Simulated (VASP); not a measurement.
# SnSe (Fm-3m) in VASP: a series of runs, part 2 of 2

VASP 6.6.1. Earlier steps stand in the parts before.

## Step 3: G0W0 quasiparticle levels, LDA

Input file POSCAR:

```
SnSe
1.0
    0.0000000000      3.0100000000      3.0100000000
    3.0100000000      0.0000000000      3.0100000000
    3.0100000000      3.0100000000      0.0000000000
Sn Se
1 1
Direct
    0.0000000000      0.0000000000      0.0000000000
    0.5000000000      0.5000000000      0.5000000000
```

Input file INCAR.step1:

```
PREC = Accurate
ENCUT = 450
EDIFF = 1E-8
ISMEAR = 0
SIGMA = 0.01
LREAL = False
LASPH = True
NELM = 100
ALGO = Normal
LWAVE = True
LCHARG = False
```

Input file INCAR.step2:

```
PREC = Accurate
ENCUT = 450
EDIFF = 1E-8
ISMEAR = 0
SIGMA = 0.01
LREAL = False
LASPH = True
NELM = 1
ALGO = Exact
LWAVE = True
LCHARG = False
NBANDS = 133
LOPTICS = True
ISTART = 1
```

Input file INCAR.step3:

```
PREC = Accurate
ENCUT = 450
EDIFF = 1E-8
ISMEAR = 0
SIGMA = 0.01
LREAL = False
LASPH = True
ALGO = EVGW0
LWAVE = False
LCHARG = False
NELMGW = 1
NBANDS = 133
ENCUTGW = 100
NOMEGA = 50
PRECFOCK = Fast
ISTART = 1
NBANDSGW = 18
```

Input file KPOINTS:

```
Automatic mesh
0
Gamma
  4 4 4
```

Potentials or basis: VASP PAW LDA potentials, release 64 (Sn_d_GW, Se_GW).

Command:

```console
> cat potpaw_LDA.64/Sn_d_GW/POTCAR potpaw_LDA.64/Se_GW/POTCAR > POTCAR
> cp INCAR.step1 INCAR
> mpirun -np 1 vasp_std > vasp.out
> cp INCAR.step2 INCAR
> mpirun -np 1 vasp_std > vasp.out
> cp INCAR.step3 INCAR
> mpirun -np 1 vasp_std > vasp.out
```

OUTCAR:

```text
PREC = Accurate
   ENCUT = 450
   EDIFF = 1E-8
   ISMEAR = 0
   LREAL = False
   LASPH = True
   NELMGW = 1
   ENCUTGW = 100
   PRECFOCK = Fast
   ISTART = 1

 ion  position               nearest neighbor table
   1  0.000  0.000  0.000-
   2  0.500  0.500  0.500-

  LATTYP: Found a face centered cubic cell.
 ALAT       =     6.0200000000

  Lattice vectors:

 A1 = (   0.0000000000,   3.0100000000,   3.0100000000)
 A2 = (   3.0100000000,   0.0000000000,   3.0100000000)
[... 151 lines left out ...]
   ENCUTGW             = 100.0    cutoff for response function in eV
   ENCUTGWSOFT         =  80.0    soft cutoff for Coulomb kernel in GW response function in eV
   ENCUTLF             =  -1.0    cutoff for local field effects
   NELMGW              =     1    number of iterations in solving QP/BSE equation
   NELMHF              =     1    number of iterations in the inner HF iteration
   NKREDLFX            =     1    NKREDLFY  =   1   NKREDLFZ  =   1
 non-spin polarized calculation
 Gauss-broadening in eV      SIGMA  =   0.01
  energy-cutoff  :      450.00
  volume of cell :       54.54
 maximum number of plane-waves:      1243
 NGX is ok and might be reduce to    30
  NGX = 16; NGY = 16; NGZ = 16
   NGX = 15   NGY = 15   NGZ = 15
 maximum number of plane-waves:       137
 NGX is ok and might be reduce to    14

 QP shifts <psi_nk| G(iteration)W_0 |psi_nk>: iteration 1
 for sc-GW calculations column KS-energies equals QP-energies in previous step
 and V_xc(KS)=  KS-energies - (<T + V_ion + V_H > + <T+V_H+V_ion>^1  + <V_x>^1)

 k-point   1 :       0.0000    0.0000    0.0000
  band No.  KS-energies  QP-energies   sigma(KS)   V_xc(KS)     V^pw_x(r,r')   Z            occupation Imag(sigma)

      1     -17.2891     -19.5297     -20.9241     -17.4674     -27.0298       0.6482       2.0000       0.5696
      2     -17.2891     -19.5297     -20.9241     -17.4674     -27.0298       0.6482       2.0000       0.5696
      3     -17.2852     -19.4977     -20.8950     -17.4496     -26.9716       0.6422       2.0000       0.5539
      4     -17.2852     -19.4977     -20.8950     -17.4496     -26.9716       0.6422       2.0000       0.5539
      5     -17.2852     -19.4977     -20.8950     -17.4496     -26.9716       0.6422       2.0000       0.5539
      6      -9.6757      -9.5608     -12.0417     -12.2313     -19.3692       0.6063       2.0000       1.2913
[... 151 lines left out ...]
      4     -17.2797     -19.5018     -20.8989     -17.4554     -26.9739       0.6453       2.0000       0.5550
      5     -17.2672     -19.5075     -20.9191     -17.4724     -26.9893       0.6500       2.0000       0.5510
      6      -8.4471      -8.3424     -12.9434     -13.1111     -19.7175       0.6239       2.0000       1.0045
[... 10 lines left out ...]
     17      17.0301      17.1076      -9.5823      -9.6881      -3.5194       0.7328       0.0000      -0.6664
     18      17.1674      17.5255     -10.2123     -10.6736      -4.1644       0.7763       0.0000      -0.7799
```

OUTCAR.step1:

```text
PREC = Accurate
   ENCUT = 450
   EDIFF = 1E-8
   ISMEAR = 0
   LREAL = False
[... 339 lines left out ...]
      0.00000      0.00000      0.00000        -0.000000     -0.000000     -0.000000
      3.01000      3.01000      3.01000         0.000000      0.000000      0.000000
 -----------------------------------------------------------------------------------
    total drift:                               -0.000000      0.000000      0.000000

  FREE ENERGIE OF THE ION-ELECTRON SYSTEM (eV)
  ---------------------------------------------------
  free  energy   TOTEN  =        -9.5337856819 eV

  energy  without entropy=       -9.5337856819  energy(sigma->0) =       -9.53378568
```

OUTCAR.step2:

```text
PREC = Accurate
   ENCUT = 450
   EDIFF = 1E-8
   ISMEAR = 0
   LREAL = False
[... 737 lines left out ...]
     0.00000    26.75535    26.75535    26.75535     0.00000     0.00000    -0.00000
     1.34310    18.13603    18.13603    18.13603    -0.00000    -0.00000    -0.00000
     2.68621    -6.57626    -6.57626    -6.57626    -0.00000    -0.00000     0.00000
     4.02931    -5.98148    -5.98148    -5.98148     0.00000     0.00000    -0.00000
     5.37241     0.28705     0.28705     0.28705    -0.00000    -0.00000    -0.00000
     6.71551     1.71422     1.71422     1.71422     0.00000     0.00000    -0.00000
[... 92 lines left out ...]
   131.62409     0.96377     0.96377     0.96377     0.00000     0.00000    -0.00000
   132.96719     0.96464     0.96464     0.96464     0.00000     0.00000    -0.00000
```

It took 1.8 min on 1 thread of Intel Xeon 6975P-C (Granite Rapids), shared host; peak memory 0.47 GiB.

Results:

| Property | Result |
| --- | --- |
| Band gap on the k mesh, mean-field level | 0.61 eV, direct |
| Quasiparticle gap | 0.69 eV |
| Least direct quasiparticle gap | 0.69 eV |

Levels at points of the mesh, in eV from the valence-band top:
```
           k point  band 8  band 9  band 10  band 11  band 12  band 13
(0.00, 0.00, 0.00)   -2.10   -2.10    -2.10     4.32     4.32     4.32
(0.50, 0.00, 0.00)   -1.84   -1.84     0.00     0.61     1.29     1.29
(0.50, 0.50, 0.00)   -5.38   -3.55    -3.55     3.10     5.34     5.34
```

Caveat: the k mesh is coarse (spacing up to 0.45 Å⁻¹), so the values aren't converged; bands, screening cutoff and mesh are small and nothing is extrapolated, so the quasiparticle values aren't converged; spin-orbit coupling is left out, which moves the levels of the heavy elements. A k mesh can miss the band edges.
